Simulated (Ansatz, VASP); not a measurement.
**SnTe3 in VASP and in Ansatz**

```xyz
4
Lattice="0.0000 3.8612 3.8612 3.8612 0.0000 3.8612 3.8612 3.8612 0.0000" Properties=species:S:1:pos:R:3 pbc="T T T"
Sn    0.0000    0.0000    0.0000
Te    1.9306    1.9306    1.9306
Te    5.7918    5.7918    5.7918
Te    3.8612    3.8612    3.8612
```

The cell comes from a database or a generator and needn't be the stable form of this composition.

Alike in both runs: task single point; functional PBE; k mesh 10 × 10 × 10; occupations gaussian, width 0.1 eV; no spin polarisation.

|  | VASP | Ansatz |
| --- | --- | --- |
| version | VASP 6.6.1 | Ansatz 0.2.0 |
| potentials or method | VASP PAW PBE potentials, release 64 (Sn_d, Te) | scalar-relativistic, plane waves, PAW |
| plane-wave cutoff (eV) | 520 | 420 |
| valence electrons in the cell | 32 | 62 |

|  | VASP | Ansatz | Ansatz less VASP |
| --- | --- | --- | --- |
| gap on the k mesh at the Fermi level (eV) | none | none | - |
| pressure (GPa) | -0.1 | 0.0 | +0.06 |

A gap of «none» marks a metal or a gap that the smearing closes. The two sets of potentials don't hold the same shells in valence.

Spin-orbit coupling is left out, which matters for the levels of Te.
